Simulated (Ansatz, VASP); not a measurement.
**Na: VASP beside Ansatz**

File INCAR:

```
SYSTEM = Na
  PREC = Accurate
  ENCUT = 520
  EDIFF = 1E-6
  ISMEAR = -1
  SIGMA = 0.05
  LREAL = .False.
  LASPH = .True.
  NELM = 80
  ALGO = Normal
  ISIF = 2
  LWAVE = .False.
  LCHARG = .False.
  GGA = PS
  NBANDS = 10
```

File KPOINTS:

```
regular mesh
0
Gamma
  9 9 9
  0 0 0
```

POSCAR

```
Na
1.0
   -2.1829910528      2.1829910528      2.1829910528
    2.1829910528     -2.1829910528      2.1829910528
    2.1829910528      2.1829910528     -2.1829910528
Na
1
Direct
    0.0000000000      0.0000000000      0.0000000000
```

File input.yaml:

```yaml
crystal:
  lattice:
    - [-2.1829910528, 2.1829910528, 2.1829910528]
    - [2.1829910528, -2.1829910528, 2.1829910528]
    - [2.1829910528, 2.1829910528, -2.1829910528]
  atoms:
    - { symbol: Na, position: [0.0, 0.0, 0.0] }
hamiltonian:
  xc: pbesol
  pseudopotentials: { kind: paw }
kpoints:
  mp_grid: { grid: [9, 9, 9] }
scf:
  occupations: { method: fermi_dirac, width: 0.05 }
output:
  forces: true
  stress: true
  eigenvalues: true
```

Alike in both runs: task single point; functional PBEsol; k mesh 9 × 9 × 9; occupations fermi-dirac, width 0.05 eV; no spin polarisation.

|  | VASP | Ansatz |
| --- | --- | --- |
| version | VASP 6.6.1 | Ansatz 0.2.0 |
| potentials or method | VASP PAW PBE potentials, release 64 (Na_pv) | Ansatz PAW |
| plane-wave cutoff (eV) | 520 | 420 |
| valence electrons in the cell | 7 | 9 |

|  | VASP | Ansatz | Ansatz less VASP |
| --- | --- | --- | --- |
| gap on the k mesh at the Fermi level (eV) | none | none | - |
| pressure (GPa) | -0.9 | -0.9 | +0.01 |

A gap of «none» marks a metal or a gap that the smearing closes. With one functional, cell and mesh, what is left measures potentials, basis and numerics. The two sets of potentials don't hold the same shells in valence.

Caveats: the PAW data sets were made with another functional, which shifts forces and pressure a little (VASP); the PAW data sets come from PBE, with cores solved anew for the run's functional, which leaves a small shift of forces and pressure (Ansatz).
